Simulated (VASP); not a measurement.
# InAs (F-43m) in VASP: a series of runs

Runs on InAs. Level: PBEsol. Tasks: relaxation of cell and atoms.

Everything below comes from runs of VASP 6.6.1. Logs are shortened: lines on timing, memory, paths and dates and some standing lists are left out, and cuts for length are marked.

## (1) Starting point

The structure is cubic, space group F-43m (No. 216). The conventional cell has a = 6.036 Å, b = 6.036 Å, c = 6.036 Å, α = 90.00°, β = 90.00°, γ = 90.00°. Around In (site symmetry -43m) lie 4 As at 2.61 Å. As (site symmetry -43m) is surrounded by 4 In at 2.61 Å.

## (2) Relaxation of cell and atoms, PBEsol

Contents of INCAR:

```
SYSTEM = InAs
ALGO = Normal ; EDIFF = 1E-7
EDIFFG = -0.002 ; ENCUT = 520
GGA = PS ; IBRION = 2
ISIF = 3 ; ISMEAR = 0
KPAR = 4 ; LASPH = .TRUE.
LCHARG = .FALSE. ; LREAL = .FALSE.
LWAVE = .FALSE. ; NELM = 60
NSW = 80 ; PREC = Accurate
SIGMA = 0.02
```

Contents of KPOINTS:

```
k-points
0
G
  10 10 10
  0 0 0
```

Contents of POSCAR:

```
InAs
1.0
    0.0000000000      3.0180000000      3.0180000000
    3.0180000000      0.0000000000      3.0180000000
    3.0180000000      3.0180000000      0.0000000000
In As
1 1
Direct
    0.0000000000      0.0000000000      0.0000000000
    0.2500000000      0.2500000000      0.2500000000
```

Potentials or basis: VASP PAW PBE potentials, release 64 (In_d, As).

Launch:

```
$ cat potpaw_PBE.64/In_d/POTCAR potpaw_PBE.64/As/POTCAR > POTCAR
$ mpirun -np 4 vasp_std > vasp.out
```

OUTCAR:

```text
SYSTEM = InAs
   EDIFF = 1E-7
   EDIFFG = -0.002
   ENCUT = 520
   GGA = PS
   IBRION = 2
   ISIF = 3
   ISMEAR = 0
   LASPH = .TRUE.
   LREAL = .FALSE.
   NELM = 60
   NSW = 80
   PREC = Accurate

 ion  position               nearest neighbor table
   1  0.000  0.000  0.000-   2 2.61   2 2.61   2 2.61   2 2.61
   2  0.250  0.250  0.250-   1 2.61   1 2.61   1 2.61   1 2.61

  LATTYP: Found a face centered cubic cell.
 ALAT       =     6.0360000000

  Lattice vectors:

 A1 = (   0.0000000000,   3.0180000000,   3.0180000000)
 A2 = (   3.0180000000,   0.0000000000,   3.0180000000)
 A3 = (   3.0180000000,   3.0180000000,   0.0000000000)

Analysis of symmetry for initial positions (statically):
=====================================================================
 Subroutine PRICEL returns:
 Original cell was already a primitive cell.

 Routine SETGRP: Setting up the symmetry group for a
 face centered cubic supercell.

 Subroutine GETGRP returns: Found 24 space group operations
 (whereof 24 operations were pure point group operations)
 out of a pool of 48 trial point group operations.

The static configuration has the point symmetry T_d .

Analysis of symmetry for dynamics (positions and initial velocities):
=====================================================================
 Subroutine PRICEL returns:
 Original cell was already a primitive cell.

 Routine SETGRP: Setting up the symmetry group for a
 face centered cubic supercell.

 Subroutine GETGRP returns: Found 24 space group operations
 (whereof 24 operations were pure point group operations)
 out of a pool of 48 trial point group operations.

The dynamic configuration has the point symmetry T_d .

 Subroutine INISYM returns: Found 24 space group operations
 (whereof 24 operations are pure point group operations),
 and found     1 'primitive' translations

----------------------------------------------------------------------------------------

                                     Primitive cell

  volume of cell :      54.9778

  direct lattice vectors                    reciprocal lattice vectors
     0.000000000  3.018000000  3.018000000    -0.165672631  0.165672631  0.165672631
     3.018000000  0.000000000  3.018000000     0.165672631 -0.165672631  0.165672631
     3.018000000  3.018000000  0.000000000     0.165672631  0.165672631 -0.165672631

  length of vectors
     4.268096531  4.268096531  4.268096531     0.286953414  0.286953414  0.286953414

  position of ions in fractional coordinates (direct lattice)
     0.000000000  0.000000000  0.000000000
     0.250000000  0.250000000  0.250000000

  ion indices of the primitive-cell ions
   primitive index   ion index
                 1           1
                 2           2

----------------------------------------------------------------------------------------

 KPOINTS: k-points

Automatic generation of k-mesh.
 Grid dimensions read from file:
 generate k-points for:   10   10   10

 Generating k-lattice:
[... 65 lines left out ...]
   NSW    =     80    number of steps for IOM
   IBRION =      2    ionic relax: 0-MD 1-quasi-New 2-CG
   NFREE  =      1    steps in history (QN), initial steepest desc. (CG)
   ISIF   =      3    stress and relaxation
   ISYM   =      2    0-nonsym 1-usesym 2-fastsym
   POTIM  = 0.5000    time-step for ionic-motion
   TEBEG  =    0.0;   TEEND  =   0.0 temperature during run
   PSTRESS=    0.0 pullay stress
   NELECT =      18.0000    total number of electrons
   NUPDOWN=      -1.0000    fix difference up-down
   EMIN   =  10.00;   EMAX   =-10.00  energy-range for DOS
   EFERMI =   0.00;   METHOD = LEGACY
   ISMEAR =     0;   SIGMA  =   0.02  broadening in eV -4-tet -1-fermi 0-gaus
   EFERMI_NEDOS =   21; number of points for ismear=-14 and -15
   IALGO  =     38    algorithm
   IMIX   =      4    mixing-type and parameters
     AMIX     =   0.40;   BMIX     =  1.00
     AMIX_MAG =   1.60;   BMIX_MAG =  1.00
  volume/ion in A,a.u.               =      27.49       185.50
  Fermi-wavevector in a.u.,A,eV,Ry     =   1.128331  2.132236 17.321990  1.273130
  Thomas-Fermi vector in A             =   2.265020
   LORBIT       =      0    0 simple, 1 ext, 2 COOP (PROOUT), +10 PAW based schemes
   GGA     = PS    functional components
   LHFCALC =     F    Hartree Fock is set to
   AEXX    =    0.0000 exact exchange contribution
   IVDW    =     0    specifies the selected vdW correction
   LEPSILON=     F    determine dielectric tensor
   LRPA    =     F    only Hartree local field effects (RPA)
 conjugate gradient relaxation of ions
 non-spin polarized calculation
 Gauss-broadening in eV      SIGMA  =   0.02
  energy-cutoff  :      520.00
  volume of cell :       54.98
 maximum number of plane-waves:      1494
   NGX = 15   NGY = 15   NGZ = 15

--------------------------------------- Ionic step        1  -------------------------------------------

 number of electron      17.9999991 magnetization

 Free energy of the ion-electron system (eV)
  ---------------------------------------------------
  ext. energy  EPLUGINS =         0.00000000
  ---------------------------------------------------
  free energy    TOTEN  =        -8.48226306 eV

  energy without entropy =       -8.48223221  energy(sigma->0) =       -8.48224763

 E-fermi :   4.4346     XC(G=0):  -9.3080

 val. band max:        4.4284977336   @ k =   0.0000   0.0000   0.0000
 cond. band min:       5.3142058054   @ k =   0.5000   0.0000   0.0000
 fundamental gap:      0.8857080718
 Fermi energy:         4.4345890768

 k-point     1 :       0.0000    0.0000    0.0000
  band No.  band energies     occupation
      1      -9.9157      2.00000
      2      -9.9157      2.00000
      3      -9.9157      2.00000
      4      -9.7854      2.00000
      5      -9.7854      2.00000
      6      -7.4977      2.00000
      7       4.1734      2.00000
      8       4.4285      1.33334
      9       4.4285      1.33333
     10       4.4285      1.33333
     11       8.2866      0.00000
     12       8.2866      0.00000
     13       8.2866      0.00000
[... 439 lines left out ...]
--------------------------------------- Ionic step        3  -------------------------------------------

 number of electron      17.9999992 magnetization

 Free energy of the ion-electron system (eV)
  ---------------------------------------------------
  ext. energy  EPLUGINS =         0.00000000
  ---------------------------------------------------
  free energy    TOTEN  =        -8.48951604 eV

  energy without entropy =       -8.48948518  energy(sigma->0) =       -8.48950061

 E-fermi :   4.1654     XC(G=0):  -9.1911

 val. band max:        4.1593092371   @ k =   0.0000   0.0000   0.0000
 cond. band min:       4.9883410910   @ k =   0.5000   0.0000   0.0000
 fundamental gap:      0.8290318539
 Fermi energy:         4.1654005747

 k-point     1 :       0.0000    0.0000    0.0000
  band No.  band energies     occupation
      1     -10.1302      2.00000
      2     -10.1302      2.00000
      3     -10.1302      2.00000
      4     -10.0109      2.00000
      5     -10.0109      2.00000
      6      -7.5942      2.00000
      7       3.7690      2.00000
      8       4.1593      1.33334
      9       4.1593      1.33333
     10       4.1593      1.33333
     11       8.0062      0.00000
     12       8.0062      0.00000
     13       8.0062      0.00000
[... 397 lines left out ...]
  FREE ENERGIE OF THE ION-ELECTRON SYSTEM (eV)
  ---------------------------------------------------
  free  energy   TOTEN  =        -8.4895160357 eV

  energy  without entropy=       -8.4894851832  energy(sigma->0) =       -8.48950061

 reached required accuracy - stopping structural energy minimisation
```

OSZICAR:

```text
N       E                     dE             d eps       ncg     rms          rms(c)
DAV:   1     0.112445073787E+03    0.11245E+03   -0.84769E+03  1222   0.149E+03
DAV:   2    -0.413602368533E+00   -0.11286E+03   -0.10924E+03  1277   0.323E+02
DAV:   3    -0.856878200457E+01   -0.81552E+01   -0.81034E+01  1615   0.903E+01
[... 28 lines left out ...]
DAV:   4    -0.848956449452E+01    0.28454E-04   -0.44674E-04  1237   0.221E-01    0.140E-01
DAV:   5    -0.848951591850E+01    0.48576E-04   -0.54401E-05  1521   0.794E-02    0.543E-02
DAV:   6    -0.848951761764E+01   -0.16991E-05   -0.19587E-05  1855   0.562E-02    0.109E-02
DAV:   7    -0.848951600788E+01    0.16098E-05   -0.23578E-06  1560   0.279E-02    0.195E-03
DAV:   8    -0.848951603566E+01   -0.27782E-07   -0.30279E-07  1127   0.132E-02
   3 F= -.84895160E+01 E0= -.84895006E+01  d E =-.725298E-02
```

It took 11 s on 4 MPI ranks of Intel Xeon 6975P-C (Granite Rapids), shared host; peak memory 0.2 GiB.

What came out:

- Free energy: -8.4895 eV
- Relaxed volume: 28.24 Å³/atom
- Relaxed cell: a = 4.306 Å, b = 4.306 Å, c = 4.306 Å, α = 60.00°, β = 60.00°, γ = 60.00°
- Space group after relaxing (to 0.05 Å): F-43m (No. 216)
- Energy gained by relaxing: 3.6 meV/atom
- Ionic steps: 3
- Pressure after relaxing: 0.0 GPa
- Band gap on the k mesh: none (metal or under the smearing width)

Step by step:
```tsv
step	energy change (eV)	largest force (eV/Å)	pressure (GPa)	volume (Å³)
1	0.0000	0.0000	1.60	54.98
2	-0.0057	0.0000	-0.67	57.19
3	-0.0073	0.0000	0.01	56.47
```

Final structure:
```
In As
1.0
     0.00000    3.04512    3.04512
     3.04512    0.00000    3.04512
     3.04512    3.04512    0.00000
In As
1 1
Direct
  0.00000 0.00000 0.00000
  0.25000 0.25000 0.25000
```

Caveat: the PAW data sets were made with another functional, which shifts forces and pressure a little; this crystal is a semiconductor, whose small gap the functional closes, so the metal is an error of the method. Zero-point motion and thermal expansion aren't in these numbers.

## (3) Relaxation of cell and atoms, PBEsol

This run uses another cell than the first one, of 28.24 Å³/atom, 1.027 times its volume.

INCAR is that of step 2.

KPOINTS is that of step 2.

Contents of POSCAR:

```
InAs                                    
1.0
    0.0000000000      3.0451190924      3.0451190924
    3.0451190924      0.0000000000      3.0451190924
    3.0451190924      3.0451190924      0.0000000000
  In              As            
     1     1
Direct
     0.0000000000000000    0.0000000000000000    0.0000000000000000
     0.2500000000000000    0.2500000000000000    0.2500000000000000
```

Potentials or basis: VASP PAW PBE potentials, release 64 (In_d, As).

Launch:

```
$ cat potpaw_PBE.64/In_d/POTCAR potpaw_PBE.64/As/POTCAR > POTCAR
$ mpirun -np 4 vasp_std > vasp.out
```

OUTCAR:

```text
SYSTEM = InAs
   EDIFF = 1E-7
   EDIFFG = -0.002
   ENCUT = 520
   GGA = PS
   IBRION = 2
   ISIF = 3
   ISMEAR = 0
   LASPH = .TRUE.
   LREAL = .FALSE.
   NELM = 60
   NSW = 80
   PREC = Accurate

 ion  position               nearest neighbor table
   1  0.000  0.000  0.000-   2 2.64   2 2.64   2 2.64   2 2.64
   2  0.250  0.250  0.250-   1 2.64   1 2.64   1 2.64   1 2.64

  LATTYP: Found a face centered cubic cell.
 ALAT       =     6.0902381848

  Lattice vectors:

 A1 = (   0.0000000000,   3.0451190924,   3.0451190924)
 A2 = (   3.0451190924,   0.0000000000,   3.0451190924)
 A3 = (   3.0451190924,   3.0451190924,   0.0000000000)

Analysis of symmetry for initial positions (statically):
=====================================================================
 Subroutine PRICEL returns:
 Original cell was already a primitive cell.

 Routine SETGRP: Setting up the symmetry group for a
 face centered cubic supercell.

 Subroutine GETGRP returns: Found 24 space group operations
 (whereof 24 operations were pure point group operations)
 out of a pool of 48 trial point group operations.

[... 179 lines left out ...]
      7       3.7689      2.00000
      8       4.1593      1.33334
      9       4.1593      1.33333
     10       4.1593      1.33333
     11       8.0062      0.00000
     12       8.0062      0.00000
     13       8.0062      0.00000
[... 354 lines left out ...]
  band No.  band energies     occupation
      1     -10.2711      2.00000
      2     -10.0735      2.00000
      3     -10.0713      2.00000
      4     -10.0356      2.00000
      5      -9.9945      2.00000
      6      -6.1830      2.00000
      7      -0.7986      2.00000
      8       2.0035      2.00000
      9       2.2686      2.00000
     10       6.1201      0.00000
     11       6.8533      0.00000
     12      10.6536      0.00000
     13      11.4161      0.00000

 [... further k-points ...]

------------------------ aborting loop because EDIFF is reached ----------------------------------------

  FORCE on cell =-STRESS in cart. coord.  units (eV):
  Direction    XX          YY          ZZ          XY          YZ          ZX
  --------------------------------------------------------------------------------------
  -------------------------------------------------------------------------------------
  Total        0.0009036      0.0009036      0.0009036      0.0000000     -0.0000000      0.0000000
  in kB        0.0256366      0.0256366      0.0256366      0.0000000     -0.0000000      0.0000000
  external PRESSURE =       0.0256366 kB  Pullay stress =       0.0000000 kB

 VOLUME and BASIS-vectors are now :
 -----------------------------------------------------------------------------
  energy-cutoff  :      520.00
  volume of cell :       56.47
      direct lattice vectors                 reciprocal lattice vectors
     0.000000000  3.045119092  3.045119092    -0.164197191  0.164197191  0.164197191
     3.045119092  0.000000000  3.045119092     0.164197191 -0.164197191  0.164197191
     3.045119092  3.045119092  0.000000000     0.164197191  0.164197191 -0.164197191

 POSITION                                       TOTAL-FORCE (eV/Angst)
 -----------------------------------------------------------------------------------
      0.00000      0.00000      0.00000         0.000000     -0.000000      0.000000
      1.52256      1.52256      1.52256        -0.000000      0.000000     -0.000000
 -----------------------------------------------------------------------------------
    total drift:                               -0.000000     -0.000000     -0.000000

  FREE ENERGIE OF THE ION-ELECTRON SYSTEM (eV)
  ---------------------------------------------------
  free  energy   TOTEN  =        -8.4898699502 eV

  energy  without entropy=       -8.4898390977  energy(sigma->0) =       -8.48985452

 reached required accuracy - stopping structural energy minimisation
```

OSZICAR:

```text
N       E                     dE             d eps       ncg     rms          rms(c)
DAV:   1     0.113708952595E+03    0.11371E+03   -0.85259E+03  1222   0.148E+03
DAV:   2    -0.435503920738E+00   -0.11414E+03   -0.11091E+03  1252   0.319E+02
DAV:   3    -0.856133553777E+01   -0.81258E+01   -0.80757E+01  1637   0.905E+01
DAV:   4    -0.877079231005E+01   -0.20946E+00   -0.20933E+00  1366   0.164E+01
DAV:   5    -0.878028639555E+01   -0.94941E-02   -0.94937E-02  1838   0.311E+00    0.429E+00
DAV:   6    -0.852116944721E+01    0.25912E+00   -0.45897E-01  1854   0.136E+01    0.237E+00
DAV:   7    -0.849119523919E+01    0.29974E-01   -0.12649E-01  1693   0.389E+00    0.670E-01
DAV:   8    -0.848955948707E+01    0.16358E-02   -0.12722E-02  1531   0.163E+00    0.199E-01
DAV:   9    -0.848980367469E+01   -0.24419E-03   -0.10296E-03  1507   0.411E-01    0.109E-01
DAV:  10    -0.848985357673E+01   -0.49902E-04   -0.11842E-04  1881   0.145E-01    0.738E-02
DAV:  11    -0.848986990018E+01   -0.16323E-04   -0.49593E-05  1312   0.100E-01    0.430E-02
DAV:  12    -0.848986991445E+01   -0.14271E-07   -0.48727E-06  1357   0.200E-02    0.121E-02
DAV:  13    -0.848986995338E+01   -0.38932E-07   -0.10453E-06  1512   0.704E-03    0.699E-03
DAV:  14    -0.848986995017E+01    0.32135E-08   -0.78844E-08   949   0.326E-03
   1 F= -.84898700E+01 E0= -.84898545E+01  d E =-.848987E+01
```

Run time: 4.5 s. Hardware: 4 MPI ranks of Intel Xeon 6975P-C (Granite Rapids), shared host; peak memory 0.19 GiB.

What came out:

- Free energy: -8.4899 eV
- Pressure after relaxing: 0.0 GPa
- Band gap on the k mesh: none (metal or under the smearing width)

Final structure:
```
In As
1.0
     0.00000    3.04512    3.04512
     3.04512    0.00000    3.04512
     3.04512    3.04512    0.00000
In As
1 1
Direct
  0.00000 0.00000 0.00000
  0.25000 0.25000 0.25000
```

Caveat: the relaxation stopped at its first step, so nothing moved; the PAW data sets were made with another functional, which shifts forces and pressure a little; this crystal is a semiconductor, whose small gap the functional closes, so the metal is an error of the method.
